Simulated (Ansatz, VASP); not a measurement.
# One calculation of Sn, two programs

```
CELL_PARAMETERS angstrom
0.00000 3.28446 3.30055
3.28446 0.00000 3.30055
3.28446 3.28446 0.00000
ATOMIC_POSITIONS crystal
Sn 0.00000 0.00000 0.00000
Sn 0.25000 0.25000 0.25000
```

Change from the starting cell: uniaxial_z strain +0.5%.

Alike in both runs: task single point; functional r2SCAN; k mesh 6 × 6 × 6; occupations fermi-dirac, width 0.02 eV; no spin polarisation.

|  | VASP | Ansatz |
| --- | --- | --- |
| version | VASP 6.6.1 | Ansatz 0.2.0 |
| potentials or method | VASP PAW PBE potentials, release 64 (Sn_d) | plane waves, PAW |
| plane-wave cutoff (eV) | 520 | 500 |
| valence electrons in the cell | 28 | 28 |

|  | VASP | Ansatz | Ansatz less VASP |
| --- | --- | --- | --- |
| pressure (GPa) | -0.2 | -0.2 | +0.03 |
| largest component of the traceless stress (GPa) | 0.09 | 0.09 | 0.000 |

The functional is the same, so the differences come from potentials, cutoffs and numerics.

Caveats: the PAW data sets were made with another functional, which shifts forces and pressure a little (VASP).
